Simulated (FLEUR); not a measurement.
# InPd (Pm-3m) in FLEUR: notebook, part 2 of 4

FLEUR MaX-R8.1 (later development tree). Earlier steps stand in the parts before.

**4. Band structure, PBEsol**

This run uses another cell than the first one, of 19.26 Å³/atom, 1.100 times its volume.

File inp.xml:

```xml
<?xml version="1.0" encoding="UTF-8" standalone="no"?>
<fleurInput fleurInputVersion="0.39">
   <comment>
      InPd                                                                                                
   </comment>
   <calculationSetup>
      <cutoffs Kmax="4.54" Gmax="14.1" GmaxXC="14.1" numbands="0"/>
      <scfLoop itmax="60" minDistance="0.00001" maxIterBroyd="15" imix="Anderson" alpha="0.05" precondParam="0.0" spinf="2.0" sdNocoIR="T"/>
      <coreElectrons ctail="T" frcor="F" kcrel="0" coretail_lmax="0"/>
      <xcFunctional name="PBEs" relativisticCorrections="F"/>
      <magnetism jspins="1"/>
      <soc l_soc="F" theta="0.0" phi="0.0" spav="F"/>
      <expertModes spex="0" secvar="F"/>
      <geometryOptimization l_f="F" forcealpha="1.0" forcemix="BFGS" epsdisp="0.00001" epsforce="0.00001"/>
      <ldaU l_linMix="F" mixParam="0.05" spinf="1.0"/>
   </calculationSetup>
   <cell>
      <bzIntegration valenceElectrons="39.0" mode="hist" fermiSmearingEnergy="0.00183747">
         <kPointListSelection listName="default-1"/>
         <!-- k-points included here -->
         <xi:include xmlns:xi="http://www.w3.org/2001/XInclude" href="kpts.xml"> </xi:include>
      </bzIntegration>
      <!-- symmetry operations included here -->
      <xi:include xmlns:xi="http://www.w3.org/2001/XInclude" href="sym.xml"> </xi:include>
      <bulkLattice scale="1.0">
         <bravaisMatrix>
            <row-1>    6.3825530065637093     0.0000000000000000     0.0000000000000000</row-1>
[... 34 lines left out ...]
         <lo type="SCLO" l="1" n="4" eDeriv="0"/>
         <lo type="SCLO" l="1" n="4" eDeriv="1"/>
         <lo type="SCLO" l="2" n="4" eDeriv="2"/>
         <lo type="SCLO" l="3" n="4" eDeriv="2"/>
      </species>
   </atomSpecies>
   <atomGroups>
      <atomGroup species="Indium (In)">
         <relPos label="                   1">.0000000000 .0000000000 .0000000000</relPos>
         <force calculate="T" relaxXYZ="TTT"/>
      </atomGroup>
      <atomGroup species="Palladium (Pd)">
         <relPos label="                   2">1.000/2.000 1.000/2.000 1.000/2.000</relPos>
         <force calculate="T" relaxXYZ="TTT"/>
      </atomGroup>
   </atomGroups>
   <output dos="F" band="F" slice="F">
      <checks vchk="F" cdinf="F"/>
      <bandDOS minEnergy="-.5*Htr" maxEnergy="0.5*Htr" sigma="0.015" storeEVData="T"/>
      <vacuumDOS vacdos="F" integ="F" star="F" nstars="0" locx1="0.0" locy1="0.0" locx2="0.0" locy2="0.0" nstm="0" tworkf="0.0"/>
      <unfoldingBand unfoldBand="F" supercellX="1" supercellY="1" supercellZ="1"/>
      <plotting iplot="0" polar="F">
         <plot TwoD="T" vec1="  1.0  0.0  0.0" vec2="  0.0  1.0  0.0" vec3="  0.0  0.0  1.0" zero="  0.0  0.0  0.0" file="plot"/>
      </plotting>
      <chargeDensitySlicing numkpt="0" minEigenval="0.0" maxEigenval="0.0" nnne="0" pallst="F"/>
      <specialOutput eonly="F"/>
      <moessbauerParams electricFieldGradient="T" isomerShift="T" coreHyperfine="T" valenceHyperfine="T"/>
      <magneticCircularDichroism mcd="F" energyLo="-10.0" energyUp="0.0"/>
   </output>
  <!-- We include the file relax.xml here to enable relaxations (see documentation) -->
  <xi:include xmlns:xi="http://www.w3.org/2001/XInclude" href="relax.xml"> <xi:fallback/> </xi:include>
</fleurInput>
```

File crystal.txt:

```
InPd
&input cartesian=F /
3.3775015985  0.0000000000  0.0000000000
0.0000000000  3.3775015985  0.0000000000
0.0000000000  0.0000000000  3.3775015985
1.8897261246
1.0 1.0 1.0

2
49 0.0000000000  0.0000000000  0.0000000000
46 0.5000000000  0.5000000000  0.5000000000

&kpt div1=8 div2=8 div3=8 gamma=T /
```

File inp.xml (bands):

```
<?xml version="1.0" encoding="UTF-8" standalone="no"?>
<fleurInput fleurInputVersion="0.39">
   <comment>
      InPd                                                                                                
   </comment>
   <calculationSetup>
      <cutoffs Kmax="4.54" Gmax="14.1" GmaxXC="14.1" numbands="0"/>
      <scfLoop itmax="60" minDistance="0.00001" maxIterBroyd="15" imix="Anderson" alpha="0.05" precondParam="0.0" spinf="2.0" sdNocoIR="T"/>
      <coreElectrons ctail="T" frcor="F" kcrel="0" coretail_lmax="0"/>
      <xcFunctional name="PBEs" relativisticCorrections="F"/>
      <magnetism jspins="1"/>
      <soc l_soc="F" theta="0.0" phi="0.0" spav="F"/>
      <expertModes spex="0" secvar="F"/>
      <geometryOptimization l_f="F" forcealpha="1.0" forcemix="BFGS" epsdisp="0.00001" epsforce="0.00001"/>
      <ldaU l_linMix="F" mixParam="0.05" spinf="1.0"/>
   </calculationSetup>
   <cell>
      <bzIntegration valenceElectrons="39.0" mode="hist" fermiSmearingEnergy="0.00183747">
         <kPointListSelection listName="path-1"/>
         <!-- k-points included here -->
         <xi:include xmlns:xi="http://www.w3.org/2001/XInclude" href="kpts.xml"> </xi:include>
      </bzIntegration>
      <!-- symmetry operations included here -->
      <xi:include xmlns:xi="http://www.w3.org/2001/XInclude" href="sym.xml"> </xi:include>
      <bulkLattice scale="1.0">
         <bravaisMatrix>
[... 33 lines left out ...]
         <energyParameters s="5" p="5" d="4" f="4"/>
         <lo type="SCLO" l="0" n="4" eDeriv="0"/>
         <lo type="SCLO" l="1" n="4" eDeriv="0"/>
         <lo type="SCLO" l="1" n="4" eDeriv="1"/>
         <lo type="SCLO" l="2" n="4" eDeriv="2"/>
         <lo type="SCLO" l="3" n="4" eDeriv="2"/>
      </species>
   </atomSpecies>
   <atomGroups>
      <atomGroup species="Indium (In)">
         <relPos label="                   1">.0000000000 .0000000000 .0000000000</relPos>
         <force calculate="T" relaxXYZ="TTT"/>
      </atomGroup>
      <atomGroup species="Palladium (Pd)">
         <relPos label="                   2">1.000/2.000 1.000/2.000 1.000/2.000</relPos>
         <force calculate="T" relaxXYZ="TTT"/>
      </atomGroup>
   </atomGroups>
   <output dos="F" band="T" slice="F">
      <checks vchk="F" cdinf="F"/>
      <bandDOS minEnergy="-.5*Htr" maxEnergy="0.5*Htr" sigma="0.015" storeEVData="T"/>
      <vacuumDOS vacdos="F" integ="F" star="F" nstars="0" locx1="0.0" locy1="0.0" locx2="0.0" locy2="0.0" nstm="0" tworkf="0.0"/>
      <unfoldingBand unfoldBand="F" supercellX="1" supercellY="1" supercellZ="1"/>
      <plotting iplot="0" polar="F">
         <plot TwoD="T" vec1="  1.0  0.0  0.0" vec2="  0.0  1.0  0.0" vec3="  0.0  0.0  1.0" zero="  0.0  0.0  0.0" file="plot"/>
      </plotting>
      <chargeDensitySlicing numkpt="0" minEigenval="0.0" maxEigenval="0.0" nnne="0" pallst="F"/>
      <specialOutput eonly="F"/>
      <moessbauerParams electricFieldGradient="T" isomerShift="T" coreHyperfine="T" valenceHyperfine="T"/>
      <magneticCircularDichroism mcd="F" energyLo="-10.0" energyUp="0.0"/>
   </output>
  <!-- We include the file relax.xml here to enable relaxations (see documentation) -->
  <xi:include xmlns:xi="http://www.w3.org/2001/XInclude" href="relax.xml"> <xi:fallback/> </xi:include>
</fleurInput>
```

On the command line:

```sh
$ inpgen -f crystal.txt -profile fastHighL
$ # inp.xml edited to the form shown
$ fleur_MPI
$ fleur_MPI   # second run, on inp.xml (bands)
```

Run time: 59 s. Hardware: 1 thread of Arm Neoverse V2, shared host; peak memory 0.07 GiB.

It converged, with:

```yaml
Free_energy: -297291.1332 eV
Band_gap_along_the_path: none (metal or under the smearing width)
Valence_electrons_inside_the_program's_atomic_spheres: In 18.27; Pd 16.53 (radii In 2.16, Pd 2.4 bohr)
```

Levels at the corners of the path, in eV from the Fermi level:
| point | band 17 | band 18 | band 19 | band 20 | band 21 | band 22 |
| --- | --- | --- | --- | --- | --- | --- |
| Γ | -1.95 | -1.95 | -1.95 | 4.13 | 4.13 | 4.13 |
| X | -2.78 | -2.78 | -1.99 | -0.93 | 8.84 | 8.84 |
| M | -2.31 | -1.89 | -1.89 | -1.44 | 1.12 | 2.26 |
| Γ | -1.95 | -1.95 | -1.95 | 4.13 | 4.13 | 4.13 |
| R | -1.40 | -1.40 | -0.40 | 3.76 | 3.76 | 3.76 |
| X | -2.78 | -2.78 | -1.99 | -0.93 | 8.84 | 8.84 |
| M | -2.31 | -1.89 | -1.89 | -1.44 | 1.12 | 2.26 |
| R | -1.40 | -1.40 | -0.40 | 3.76 | 3.76 | 3.76 |

Core levels (eV from the Fermi level):
```tsv
atom	levels
1 In	1s1/2 -27718.1, 2s1/2 -4145.7, 2p1/2 -3866.4, 2p3/2 -3655.7, 3s1/2 -783.0, 3p1/2 -670.3, 3p3/2 -632.2, 3d3/2 -432.7, 3d5/2 -424.9
2 Pd	1s1/2 -24138.2, 2s1/2 -3522.9, 2p1/2 -3268.2, 2p3/2 -3108.9, 3s1/2 -634.2, 3p1/2 -533.6, 3p3/2 -505.9, 3d3/2 -327.7, 3d5/2 -322.2
```

Caveat: spin-orbit coupling is left out, which moves the levels of the heavy elements.

[end of part 2 of 4]
